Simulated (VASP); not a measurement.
Wanted: the native input for a VASP 6.6.1 run.

* Task: relaxation of cell and atoms
* Functional: PBE
* Potentials or basis: VASP PAW PBE potentials, release 64 (Be)
* Cutoff: 600 eV
* k mesh: 13 × 13 × 10
* Occupations: methfessel-paxton, width 0.2 eV
* Spin: no spin polarisation
* Further INCAR settings: ALGO = Normal; EDIFF = 1e-07; IBRION = 2; EDIFFG = -0.02; NSW = 60; ISIF = 3

The structure of Be lies in POSCAR:

```
Be
1.0
    2.0208100000      0.0000000000      0.0000000000
    0.0000000000      2.0208100000      0.0000000000
    0.0000000000      0.0000000000      2.6616400000
Be
1
Direct
    0.0000000000      0.0000000000      0.5000000000
```

The cell was built by a generator and needn't be a form met in nature.

These files were run (other wordings do the same):

INCAR

```
PREC     = Accurate       # precision mode
ENCUT    = 600            # plane-wave cutoff, eV
EDIFF    = 1E-7           # SCF threshold, eV
ISMEAR   = 1              # smearing method
SIGMA    = 0.2            # smearing width, eV
LREAL    = F              # projectors in reciprocal space
LASPH    = T              # aspherical terms in the spheres
NELM     = 80             # most SCF steps
ALGO     = Normal         # electronic algorithm
ISIF     = 3              # what is computed and relaxed
LWAVE    = F              # write WAVECAR
LCHARG   = F              # write CHGCAR
GGA      = PE             # functional
IBRION   = 2              # ionic algorithm
NSW      = 60             # ionic steps
EDIFFG   = -0.02          # ionic threshold
```

KPOINTS

```
Automatic mesh
0
Gamma
  13 13 10
```

Potentials or basis: VASP PAW PBE potentials, release 64 (Be).

Launch:

```sh
$ cat potpaw_PBE.64/Be/POTCAR > POTCAR
$ mpirun -np 1 vasp_std > vasp.out
```

Results of the run:

* Pressure after relaxing: 0.2 GPa
* Band gap on the k mesh: none (metal or under the smearing width)

Caveat: the relaxation stopped at its first step, so nothing moved.

Wall time 4.4 s on 1 thread of Intel(R) Xeon(R) Platinum 8259CL CPU @ 2.50GHz (Skylake/Cascade Lake), with other jobs on the host, peak memory 0.12 GiB.
